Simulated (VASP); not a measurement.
**Sn under changes of volume**

One of the cells (29.247 Å³/atom); the others are scaled copies at fixed shape and fractional positions:

```
CELL_PARAMETERS angstrom
-1.73797 1.78731 2.35383
1.73797 -1.78731 2.35383
1.73797 1.78731 -2.35383
ATOMIC_POSITIONS crystal
Sn 0.00000 0.00000 0.00000
```

This isn't the form of Sn at room conditions, which is tetragonal (white tin).

* Program: VASP 6.6.1
* Functional: PBEsol
* Potentials or basis: VASP PAW PBE potentials, release 64 (Sn_d)
* Cutoff: 520 eV
* k mesh: 11 × 11 × 11
* Occupations: fermi-dirac, width 0.05 eV
* Spin: no spin polarisation

```csv
volume (Å³/atom),energy over the lowest point (meV/atom),pressure (GPa)
26.953,0.00,-0.9
27.526,?,?
28.100,12.84,-2.9
29.247,38.38,-4.4
29.820,54.99,-5.0
30.394,73.77,-5.6
```

Question: What does the run at 27.526 Å³/atom give?

Answer: Energy over the lowest point 4.63 meV/atom; pressure -1.9 GPa.

Worked out: A Birch-Murnaghan fit of order 3 (a polynomial in V^(-2/3)) to the other rows has its minimum at 26.59 Å³/atom, just outside them, with B0 = V·E''(V) = 57 GPa and B' = 4.9 at fixed shape and positions, which overstates the stiffness. It gives 4.62 meV/atom at 27.526 Å³/atom, against the run's 4.63, and -dE/dV = -1.8 GPa, against -1.9.

Energies are extrapolated to zero smearing.

Caveats: the PAW data sets were made with another functional, which shifts forces and pressure a little.
